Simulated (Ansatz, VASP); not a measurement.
# Eu in VASP and in Ansatz

```
Eu
1.0
    -2.21716    2.21716    2.21716
     2.21716   -2.21716    2.21716
     2.21716    2.21716   -2.21716
Eu
1
Direct
  0.00000 0.00000 0.00000
```

Alike in both runs: task single point; functional PBE; k mesh 6 × 6 × 6; occupations gaussian, width 0.05 eV; collinear spin.

```csv
,VASP,Ansatz
version,VASP 6.6.1,Ansatz 0.2.0
potentials or method,"VASP PAW PBE potentials, release 64 (Eu)","scalar-relativistic, plane waves, PAW"
plane-wave cutoff (eV),520,600
valence electrons in the cell,17,17
```

|  | VASP | Ansatz | Ansatz less VASP |
| --- | --- | --- | --- |
| gap on the k mesh at the Fermi level (eV) | none | none | - |
| pressure (GPa) | -0.7 | -0.4 | +0.28 |
| net moment per atom (μB) | 7.51 | 7.51 | 0.000 |
| size of the moment on the site where the two differ most (μB) | 6.73 | 7.14 | +0.410 |

Site moments also hang on the region over which each program counts them. A gap of «none» marks a metal or a gap that the smearing closes. Ansatz warned: «given_moment_on_shells».

Caveats: spin-orbit coupling is left out, which moves the levels of the heavy elements. The state reached can hang on the start; a lower one may exist.
